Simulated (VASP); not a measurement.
## TiO2 (Anatase): cell size and functional

Which functional gives which lattice for TiO2 (Anatase)? The starting structure is a measured crystal structure from the Crystallography Open Database. The first relaxation on each setting starts from this cell expanded by 3 % in volume.

Calculated with VASP 6.6.1; Kohn-Sham DFT with plane waves and PAW; PBEsol, LDA, PBE, PBEsol + D3(BJ), r2SCAN and r2SCAN + rVV10.

## 1. The structure

Symmetry: I4_1/amd, No. 141, tetragonal system. Conventional cell: a = 3.784 Å, b = 3.784 Å, c = 9.515 Å, α = 90.00°, β = 90.00°, γ = 90.00°. Nearest to Ti lie 6 O at 1.93 to 1.98 Å. O has 3 Ti at 1.93 to 1.98 Å nearest. Farther neighbours and most contacts between anions are not listed.

## 2. Relaxation with PBEsol

PBEsol restores the gradient expansion of exchange and is tuned for the cells of solids. This run starts from the cell of an earlier relaxation, which isn't shown; the restart sets up the plane waves anew.

The input, INCAR:

```
SYSTEM = TiO2
PREC = Accurate
ENCUT = 520
EDIFF = 1E-06
NELM = 100
ISMEAR = 0
SIGMA = 0.03
LREAL = .FALSE.
ALGO = Normal
GGA = PS
NBANDS = 30
LASPH = .TRUE.
LORBIT = 11
LWAVE = .FALSE.
LCHARG = .FALSE.
KPAR = 8
IBRION = 2
NSW = 50
ISIF = 3
EDIFFG = -0.006
```

The input, POSCAR:

```
TiO2
1.0
   -3.7732393095      0.0000000000      0.0000000000
    0.0000000000      3.7732393095      0.0000000000
    1.8866196547     -1.8866196547     -4.7818572156
Ti O
2 4
Direct
    0.7500000000      0.2500000000      0.5000000000
    0.0000000000      0.0000000000      0.0000000000
    0.2074957996      0.2074957996      0.4149915993
    0.9574957996      0.4574957996      0.9149915993
    0.5425042004      0.0425042004      0.0850084007
    0.7925042004      0.7925042004      0.5850084007
```

The input, KPOINTS:

```
Automatic mesh
0
Gamma
6 6 6
0 0 0
```

PAW data sets: Ti_sv and O (PBE family, release 64).

Launch:

```
mpirun -np 8 vasp_std
```

Output:

```text
[banner, memory and clock lines left out]
running    8 mpi-ranks, on    1 nodes
 distrk:  each k-point on    1 cores,    8 groups
 distr:  one band on    1 cores,    1 groups

 POSCAR found type information on POSCAR TiO
 POSCAR found :  2 types and       6 ions
|                                                                             |
|           W    W    AA    RRRRR   N    N  II  N    N   GGGG   !!!           |
|           W    W   A  A   R    R  NN   N  II  NN   N  G    G  !!!           |
|           W    W  A    A  R    R  N N  N  II  N N  N  G       !!!           |
|           W WW W  AAAAAA  RRRRR   N  N N  II  N  N N  G  GGG   !            |
|           WW  WW  A    A  R   R   N   NN  II  N   NN  G    G                |
|           W    W  A    A  R    R  N    N  II  N    N   GGGG   !!!           |
|                                                                             |
|     For optimal performance we recommend to set                             |
|       NCORE = 2 up to number-of-cores-per-socket                            |
|     NCORE specifies how many cores store one orbital (NPAR=cpu/NCORE).      |
|     This setting can greatly improve the performance of VASP for DFT.       |
|     The default, NCORE=1 might be grossly inefficient on modern             |
|     multi-core architectures or massively parallel machines. Do your        |
|     Unfortunately you need to use the default for GW and RPA                |
|     calculations (for HF NCORE is supported but not extensively tested      |
|     yet).                                                                   |
|                                                                             |

|                                                                             |
|               ----> ADVICE to this user running VASP <----                  |
|                                                                             |
|     You enforced a specific xc type in the INCAR file but a different       |
|     [... a line on the potential file left out ...]
|     I HOPE YOU KNOW WHAT YOU ARE DOING!                                     |
|                                                                             |

 LDA part: xc-table for (Slater+PW92), standard interpolation
 POSCAR, INCAR and KPOINTS ok, starting setup
 FFT: planning ... GRIDC
 FFT: planning ... GRID_SOFT
 FFT: planning ... GRID
 WAVECAR not read
 entering main loop
       N       E                     dE             d eps       ncg     rms          rms(c)
DAV:   1     0.676599799389E+03    0.67660E+03   -0.24823E+04  1800   0.186E+03
DAV:   2     0.376914338523E+02   -0.63891E+03   -0.60615E+03  1966   0.550E+02
DAV:   3    -0.673482186761E+02   -0.10504E+03   -0.10335E+03  2614   0.204E+02
DAV:   4    -0.722915397137E+02   -0.49433E+01   -0.49366E+01  2580   0.448E+01
DAV:   5    -0.724929122475E+02   -0.20137E+00   -0.20132E+00  2470   0.736E+00    0.322E+01
DAV:   6    -0.566435245025E+02    0.15849E+02   -0.97194E+01  2358   0.963E+01    0.115E+01
DAV:   7    -0.563927873795E+02    0.25074E+00   -0.14384E+01  2384   0.309E+01    0.869E+00
DAV:   8    -0.563591013847E+02    0.33686E-01   -0.31789E+00  2134   0.182E+01    0.375E+00
DAV:   9    -0.562135474736E+02    0.14555E+00   -0.93831E-01  2200   0.927E+00    0.994E-01
DAV:  10    -0.562236290799E+02   -0.10082E-01   -0.10603E-01  2122   0.244E+00    0.546E-01
DAV:  11    -0.562182767847E+02    0.53523E-02   -0.28622E-02  2178   0.112E+00    0.808E-02
DAV:  12    -0.562185229623E+02   -0.24618E-03   -0.24034E-03  2034   0.531E-01    0.151E-01
DAV:  13    -0.562183531265E+02    0.16984E-03   -0.48665E-04  2150   0.228E-01    0.381E-02
DAV:  14    -0.562183518622E+02    0.12643E-05   -0.10505E-04  2516   0.938E-02    0.150E-02
DAV:  15    -0.562183516049E+02    0.25735E-06   -0.18665E-05  2346   0.435E-02    0.591E-03
DAV:  16    -0.562183515353E+02    0.69563E-07   -0.77829E-07  1074   0.950E-03
   1 F= -.56218352E+02 E0= -.56218352E+02  d E =-.562184E+02
 curvature:   0.00 expect dE= 0.000E+00 dE for cont linesearch  0.000E+00
 trial: gam= 0.00000 g(F)=  0.629E-06 g(S)=  0.980E-05 ort = 0.000E+00 (trialstep = 0.100E+01)
 search vector abs. value=  0.104E-04
 reached required accuracy - stopping structural energy minimisation
```

Elapsed: 10 s, on 8 MPI ranks of Intel Xeon Platinum 8488C (Sapphire Rapids), shared host; peak memory 1.7 GiB.

Lines that name or quote the potential files are left out of all logs, and their timing lines are given in words.

OUTCAR, selected parts (step 2):

```text
ion  position               nearest neighbor table
   1  0.750  0.250  0.500-   3 1.93   6 1.93   6 1.93   3 1.93   4 1.98   5 1.98
   2  0.000  0.000  0.000-   4 1.93   5 1.93   5 1.93   4 1.93   6 1.98   3 1.98
   3  0.207  0.207  0.415-   1 1.93   1 1.93   2 1.98
   4  0.957  0.457  0.915-   2 1.93   2 1.93   1 1.98
   5  0.543  0.043  0.085-   2 1.93   2 1.93   1 1.98
   6  0.793  0.793  0.585-   1 1.93   1 1.93   2 1.98

  LATTYP: Found a body centered tetragonal cell.
 ALAT       =     3.7732393095
 C/A-ratio  =     2.5346164520

 Subroutine GETGRP returns: Found 16 space group operations
 (whereof  8 operations were pure point group operations)

The static configuration has the point symmetry D_2d.
 The point group associated with its full space group is D_4h.

 Found     30 irreducible k-points:

   k-points           NKPTS =     30   k-points in BZ     NKDIM =     30   number of bands    NBANDS=     30

   dimension x,y,z NGX =    28 NGY =   28 NGZ =   42
   dimension x,y,z NGXF=    56 NGYF=   56 NGZF=   84

   ENCUT  =  520.0 eV  38.22 Ry    6.18 a.u.   7.02  7.02 10.18*2*pi/ulx,y,z

   NELECT =      48.0000    total number of electrons

 k-points in reciprocal lattice and weights: Automatic mesh
   0.00000000  0.00000000  0.00000000       0.005
   0.16666667  0.00000000  0.00000000       0.037
   0.33333333  0.00000000  0.00000000       0.037
   0.50000000  0.00000000  0.00000000       0.019
   0.16666667  0.16666667  0.00000000       0.037
   0.33333333  0.16666667  0.00000000       0.074
   0.50000000  0.16666667  0.00000000       0.074
  -0.33333333  0.16666667 -0.00000000       0.074
  -0.16666667  0.16666667  0.00000000       0.019
[...]
0.16666667  0.16666667  0.33333333       0.019
   0.00000000  0.00000000  0.50000000       0.005

 average (electrostatic) potential at core
       1 -76.9001       2 -76.9001       3 -70.2899       4 -70.2899       5 -70.2899
       6 -70.2899

 E-fermi :   3.4918

 k-point     1 :       0.0000    0.0000    0.0000
  band No.  band energies     occupation
    ...
     20       2.5009      2.00000
     21       2.5062      2.00000
     22       2.5062      2.00000
     23       2.8188      2.00000
     24       2.8188      2.00000
     25       5.3702      0.00000
     26       6.1150      0.00000
     27       7.3097      0.00000
     28       7.3097      0.00000
     29       7.3328      0.00000
    ...

 k-point     2 :       0.1667    0.0000    0.0000
  band No.  band energies     occupation
    ...
     20       1.9406      2.00000
     21       2.2661      2.00000
     22       2.5041      2.00000
     23       2.5479      2.00000
     24       2.8330      2.00000
     25       5.9479      0.00000
     26       6.2325      0.00000
     27       6.7575      0.00000
     28       6.9782      0.00000
     29       7.2378      0.00000
    ...

 k-point     3 :       0.3333    0.0000    0.0000
  band No.  band energies     occupation
    ...
     20       1.4172      2.00000
     21       1.6025      2.00000
     22       2.4151      2.00000
     23       2.4693      2.00000
     24       2.6988      2.00000
     25       6.3703      0.00000
     26       6.6700      0.00000
     27       6.8484      0.00000
     28       6.8790      0.00000
     29       7.2249      0.00000
    ...

  Total        0.0141862      0.0141862      0.0285714      0.0000000     -0.0000000      0.0000000
  in kB        0.3338506      0.3338506      0.6723840      0.0000000     -0.0000000      0.0000000
  external PRESSURE =       0.4466951 kB  Pullay stress =       0.0000000 kB

  energy-cutoff  :      520.00
  volume of cell :       68.08
      direct lattice vectors                 reciprocal lattice vectors
    -3.773239310  0.000000000  0.000000000    -0.265024272  0.000000000 -0.104561884
     0.000000000  3.773239310  0.000000000     0.000000000  0.265024272 -0.104561884
     1.886619655 -1.886619655 -4.781857216     0.000000000  0.000000000 -0.209123768

 POSITION                                       TOTAL-FORCE (eV/Angst)
 -----------------------------------------------------------------------------------
     -1.88662      0.00000     -2.39093         0.000000      0.000000      0.000000
      0.00000      0.00000      0.00000        -0.000000     -0.000000      0.000000
      0.00000     -0.00000     -1.98443        -0.000000      0.000000     -0.001806
     -1.88662     -0.00000     -4.37536        -0.000000      0.000000     -0.001806
     -1.88662      0.00000     -0.40650         0.000000     -0.000000      0.001806
     -1.88662      1.88662     -2.79743         0.000000     -0.000000      0.001806
 -----------------------------------------------------------------------------------
    total drift:                                0.000000      0.000000     -0.000000

  FREE ENERGIE OF THE ION-ELECTRON SYSTEM (eV)
  ---------------------------------------------------
  free  energy   TOTEN  =       -56.2183515353 eV

  energy  without entropy=      -56.2183515353  energy(sigma->0) =      -56.21835154

 reached required accuracy - stopping structural energy minimisation

 total charge
# of ion       s       p       d       tot
------------------------------------------
    1        2.229   6.307   1.769  10.305
    2        2.229   6.307   1.769  10.305
    3        1.567   3.489   0.000   5.056
    4        1.567   3.489   0.000   5.056
    5        1.567   3.489   0.000   5.056
    6        1.567   3.489   0.000   5.056
--------------------------------------------------
tot         10.728  26.570   3.537  40.835

[... 3 further parts left out ...]
```

CONTCAR:

```
TiO2
   1.00000000000000
    -3.7732393095000001    0.0000000000000000    0.0000000000000000
     0.0000000000000000    3.7732393095000001    0.0000000000000000
     1.8866196547000000   -1.8866196547000000   -4.7818572155999997
  Ti              O
     2     4
Direct
     0.7500000000000000    0.2500000000000000    0.5000000000000000
     0.0000000000000000    0.0000000000000000    0.0000000000000000
     0.2074957995999966    0.2074957995999966    0.4149915993000022
     0.9574957995999966    0.4574957995999966    0.9149915993000022
     0.5425042004000034    0.0425042004000034    0.0850084006999978
     0.7925042004000034    0.7925042004000034    0.5850084006999978
```

The PAW data sets were made with PBE, which is usual practice but a small mismatch for other functionals. The run keeps the 16 symmetry operations of its start, so it cannot find a distortion of lower symmetry.

With PBEsol the relaxed cell holds 11.347 Å³ an atom, -0.07 % against the measured cell, with a = 3.773 Å and c = 9.564 Å.

## 3. Relaxation with LDA

LDA, the lowest rung, knows the local density alone. This run starts from the cell of an earlier relaxation, which isn't shown; the restart sets up the plane waves anew.

INCAR, as its differences from that of step 2:

```diff
@@ -9,3 +9,3 @@
 ALGO = Normal
-GGA = PS
+GGA = CA
 NBANDS = 30
```

The input, POSCAR:

```
TiO2
1.0
   -3.7459210034      0.0000000000      0.0000000000
    0.0000000000      3.7459210034      0.0000000000
    1.8729605017     -1.8729605017     -4.7352275868
Ti O
2 4
Direct
    0.7500000000      0.2500000000      0.5000000000
    0.0000000000      0.0000000000      0.0000000000
    0.2079922195      0.2079922195      0.4159844390
    0.9579922195      0.4579922195      0.9159844390
    0.5420077805      0.0420077805      0.0840155610
    0.7920077805      0.7920077805      0.5840155610
```

KPOINTS is that of step 2.

The projector-augmented-wave data sets are Ti_sv and O (LDA family, release 64).

Launch:

```
mpirun -np 8 vasp_std
```

Output:

```text
[banner, memory and clock lines left out]
running    8 mpi-ranks, on    1 nodes
[...]
[... a notice as in an earlier step ...]

 LDA part: xc-table for (Slater(with rela. corr.)+CA(PZ))
 , standard interpolation
 POSCAR, INCAR and KPOINTS ok, starting setup
[...]
entering main loop
       N       E                     dE             d eps       ncg     rms          rms(c)
DAV:   1     0.670745078977E+03    0.67075E+03   -0.24689E+04  1800   0.186E+03
DAV:   2     0.342361897695E+02   -0.63651E+03   -0.60461E+03  1972   0.550E+02
DAV:   3    -0.704536058874E+02   -0.10469E+03   -0.10326E+03  2658   0.204E+02
DAV:   4    -0.751980949332E+02   -0.47445E+01   -0.47387E+01  2520   0.438E+01
[...]
DAV:  13    -0.588368972937E+02    0.11012E-03   -0.39947E-04  2184   0.216E-01    0.241E-02
DAV:  14    -0.588368974638E+02   -0.17010E-06   -0.41983E-05  2512   0.576E-02    0.109E-02
DAV:  15    -0.588368972198E+02    0.24403E-06   -0.94274E-06  2284   0.328E-02
   1 F= -.58836897E+02 E0= -.58836897E+02  d E =-.588369E+02
[...]
DAV:   6    -0.588368649307E+02   -0.55148E-05   -0.11924E-05  2642   0.144E-02    0.598E-03
DAV:   7    -0.588368653878E+02   -0.45716E-06   -0.50911E-07   900   0.588E-03
   2 F= -.58836865E+02 E0= -.58836865E+02  d E =0.318319E-04
 trial-energy change:    0.000032  1 .order    0.000018   -0.000054    0.000090
 step:   0.2634(harm=  0.3757)  dis= 0.00004  next Energy=   -58.836904 (dE=-0.688E-05)
[...]
N       E                     dE             d eps       ncg     rms          rms(c)
DAV:   1    -0.588371264566E+02   -0.26153E-03   -0.70569E-03  2512   0.886E-01    0.139E-01
DAV:   2    -0.588369325132E+02    0.19394E-03   -0.78434E-04  2030   0.266E-01    0.542E-02
DAV:   3    -0.588368958933E+02    0.36620E-04   -0.28980E-04  1950   0.105E-01    0.138E-02
DAV:   4    -0.588368965326E+02   -0.63927E-06   -0.51088E-05  2324   0.365E-02    0.111E-02
DAV:   5    -0.588368980753E+02   -0.15427E-05   -0.30475E-06  1488   0.166E-02    0.614E-03
DAV:   6    -0.588369008379E+02   -0.27626E-05   -0.69319E-06  2254   0.107E-02    0.447E-03
DAV:   7    -0.588369010715E+02   -0.23361E-06   -0.25625E-07   900   0.385E-03
   3 F= -.58836901E+02 E0= -.58836901E+02  d E =-.385178E-05
[...]
reached required accuracy - stopping structural energy minimisation
```

It took 14 s on 8 MPI ranks; peak memory 1.6 GiB; 98 s of CPU time.

Parts of OUTCAR (step 3):

```text
  Total       -0.0052226     -0.0052226     -0.0199185      0.0000000      0.0000000      0.0000000
  in kB       -0.1258959     -0.1258959     -0.4801550      0.0000000      0.0000000      0.0000000
  external PRESSURE =      -0.2439823 kB  Pullay stress =       0.0000000 kB

 POSITION                                       TOTAL-FORCE (eV/Angst)
 -----------------------------------------------------------------------------------
     -1.87316      0.00000     -2.36779        -0.000000      0.000000      0.000000
      0.00000      0.00000     -0.00000        -0.000000     -0.000000      0.000000
      0.00000      0.00000     -1.96997         0.000000     -0.000000     -0.001247
     -1.87316      0.00000     -4.33776         0.000000     -0.000000     -0.001247
     -1.87316      0.00000     -0.39783        -0.000000      0.000000      0.001247
     -1.87316      1.87316     -2.76562        -0.000000      0.000000      0.001247
 -----------------------------------------------------------------------------------
    total drift:                                0.000000     -0.000000     -0.000000

  FREE ENERGIE OF THE ION-ELECTRON SYSTEM (eV)
  ---------------------------------------------------
  free  energy   TOTEN  =       -58.8369010715 eV

  energy  without entropy=      -58.8369010715  energy(sigma->0) =      -58.83690107

[... 2 parts as in an earlier step ...]

[... 2 further parts left out ...]
[key lines of the parts left out:]
E-fermi :   3.4515
```

With LDA the relaxed cell holds 11.077 Å³ an atom, -2.44 % against the measured cell, with a = 3.746 Å and c = 9.471 Å. That is -2.38 % from PBEsol.

(Continued in part 2 of 2.)

[Lines on the potential files, build, host, timing and source positions are cut from VASP's logs without a mark.]

[Logs are printed without paths, hosts, clocks, repeated set-up lines and the standing remarks that a program may print on its own settings, such as how far it seeks lower states.]

[Hosts, paths, dates, database ids (printed as entryN), source tags and the programs' standing remarks are cut or masked in the printed files.]
